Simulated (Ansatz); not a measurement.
**Zone-centre phonons of BN at 7 GPa: input and output**

Method: DFT PBE+D3(BJ), scalar-relativistic, plane waves, PAW in Ansatz.

Launched with:
```bash
ansatz run input.yaml --threads 1 --pin off --max-ram 3072MiB --backend cpu --events-out ev --progress --plain --runs-dir out
```

Input (bare energies are in eV):
```yaml
crystal:
  lattice:
    - [2.4924178647, 0.0, 0.0]
    - [-1.2462089324, 2.1584971877, 0.0]
    - [0.0, 0.0, 5.8557726575]
  atoms:
    - { symbol: B, position: [0.3333333333, 0.6666666667, 0.25] }
    - { symbol: B, position: [0.6666666667, 0.3333333333, 0.75] }
    - { symbol: "N", position: [0.3333333333, 0.6666666667, 0.75] }
    - { symbol: "N", position: [0.6666666667, 0.3333333333, 0.25] }
basis:
  ecutwfc: 420
kpoints:
  mp_grid: { grid: [12, 12, 4] }
hamiltonian:
  xc: pbe
  dispersion: d3bj
scf:
  occupations: { method: fixed }
output:
  eigenvalues: true
phonons:
  method: dfpt
  dielectric: true
  rigid_motions: translations
  eigenvectors: true
```

Results section of the output:
```
--- Phonons (Γ-DFPT): 4 representative perturbations + reference, on 164 of 576 k-points (Σ response iterations 12) ---
  k mesh reduced under 2 symmetry operations, with k and −k counted as one. Each operation leaves every solved perturbation unchanged. A smaller set is not considered because the run solves the response ...
  ASR residual: 3.111e-4 → 0.000e0 eV/Å²; symmetrization residual: 6.192e-7 eV/Å²
  pairwise dispersion correction: d3bj (s6 = 1.0, s8 = 0.7875, a1 = 0.4289, a2_bohr = 4.4407), with the weights of each atom's references fixed at the reference crystal's, and the forces and stress that the weights' published response gives ...
  ASR residual per site (eV/Å²): 2.72e-4 2.72e-4 3.11e-4 3.11e-4
  Γ frequencies (cm⁻¹): 0.00 0.00 0.00 83.80 83.80 221.28 685.61 788.81 1382.82 1382.82 1384.73 1384.73
  ε∞ (high-frequency dielectric tensor):
        5.141314    -0.000000     0.000000
       -0.000000     5.141314     0.000000
        0.000000     0.000000     3.482196
  ε⁰ (static dielectric tensor: ions relaxed, cell fixed):
        7.122210    -0.000000     0.000000
       -0.000000     7.122210     0.000000
        0.000000     0.000000     4.841949
  ε⁰ − ε∞ (ionic part):
        1.980896    -0.000000     0.000000
       -0.000000     1.980896     0.000000
        0.000000     0.000000     1.359753
  softest optical mode at Γ: 83.80 cm⁻¹; the repairs (sum rule, projections) moved no ω² at Γ by more than (2.65 cm⁻¹)²
  Born effective charges Z* (e; rows j = field, columns β = displacement):
    site 0:
         2.71993   -0.00000    0.00000
        -0.00000    2.71993    0.00000
         0.00000    0.00000    1.11731
    site 1:
         2.71993   -0.00000    0.00000
        -0.00000    2.71993    0.00000
         0.00000    0.00000    1.11731
    site 2:
        -2.71993    0.00000    0.00000
         0.00000   -2.71993    0.00000
         0.00000    0.00000   -1.11731
    site 3:
        -2.71993    0.00000    0.00000
         0.00000   -2.71993    0.00000
         0.00000    0.00000   -1.11731
  Z* charge neutrality: 1.050e-3 e pre-enforcement
  solved inside a basis spanned on kpoints, on 12×12×4 k-points, its susceptibility summed on 16×16×6: ε∞ is read to err by 1.5e-2, Z* by 1.1e-2 e (field_mesh: kpoints solves on kpoints); Z* is corrected for ...
  optical modes at Γ without the LO–TO term, one row a degenerate level:
      ω (cm⁻¹) modes IR ((D/Å)²/amu)
         83.80      2             0.0000
        221.28      1             0.0000
        685.61      1             9.4409
        788.81      1             0.0000
       1382.82      2           111.8967
       1384.73      2             0.0000
  optical modes at Γ + LO–TO along q̂ = [1.0000, 0.0000, 0.0000]:
      ω (cm⁻¹) modes IR ((D/Å)²/amu)
         83.80      2             0.0000
        221.28      1             0.0000
        685.61      1             9.4409
        788.81      1             0.0000
       1382.82      1            55.9483
       1384.73      2             0.0000
       1627.55      1            55.9483
  optical modes at Γ + LO–TO along q̂ = [0.0000, 1.0000, 0.0000]:
      ω (cm⁻¹) modes IR ((D/Å)²/amu)
         83.80      2             0.0000
        221.28      1             0.0000
        685.61      1             9.4409
        788.81      1             0.0000
       1382.82      1            55.9483
       1384.73      2             0.0000
       1627.55      1            55.9483
  optical modes at Γ + LO–TO along q̂ = [0.0000, 0.0000, 1.0000]:
      ω (cm⁻¹) modes IR ((D/Å)²/amu)
         83.80      2             0.0000
        221.28      1             0.0000
        788.81      1             0.0000
        808.47      1             9.4409
       1382.82      2           111.8967
       1384.73      2             0.0000
```

The run took 47 s on 1 thread of Intel(R) Xeon(R) Platinum 8488C (Sapphire Rapids) (shared host), peak memory 0.62 GiB.